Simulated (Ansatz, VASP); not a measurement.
## BP: VASP beside Ansatz

INCAR

```
PREC = Accurate
ENCUT = 520
EDIFF = 1E-6
ISMEAR = -1
SIGMA = 0.02
LREAL = False
LASPH = True
NELM = 80
ALGO = Normal
ISIF = 2
LWAVE = False
LCHARG = False
GGA = PE
NBANDS = 11
```

KPOINTS

```
regular mesh
0
Gamma
  6 6 6
```

POSCAR

```
BP
1.0
    2.7080526412      0.0000000000      0.0000000000
    0.0000000000      2.7080526412      0.0000000000
    0.0000000000      0.0000000000      2.7080526412
B P
1 1
Direct
    0.0000000000      0.0000000000      0.0000000000
    0.5000000000      0.5000000000      0.5000000000
```

Input for Ansatz:

```yaml
crystal:
  lattice:
    - [2.7080526412, 0.0, 0.0]
    - [0.0, 2.7080526412, 0.0]
    - [0.0, 0.0, 2.7080526412]
  atoms:
    - { symbol: B, position: [0.0, 0.0, 0.0] }
    - { symbol: P, position: [0.5, 0.5, 0.5] }
kpoints:
  mp_grid: { grid: [6, 6, 6] }
hamiltonian:
  xc: pbe
scf:
  occupations: { method: fermi_dirac, width: 0.02 }
  n_extra_bands: 4
output:
  forces: true
  stress: true
  eigenvalues: true
```

The cell was built by a generator and needn't be a form met in nature.

Alike in both runs: task single point; functional PBE; k mesh 6 × 6 × 6; occupations fermi-dirac, width 0.02 eV; no spin polarisation.

|  | VASP | Ansatz |
| --- | --- | --- |
| version | VASP 6.6.1 | Ansatz 0.2.0 |
| potentials or method | VASP PAW PBE potentials, release 64 (B, P) | plane waves, PAW |
| plane-wave cutoff (eV) | 520 | 420 |
| valence electrons in the cell | 8 | 8 |

|  | VASP | Ansatz | Ansatz less VASP |
| --- | --- | --- | --- |
| pressure (GPa) | 3.9 | 4.1 | +0.25 |

Caveats: the k mesh is coarse (spacing up to 0.39 Å⁻¹), so the values aren't converged.
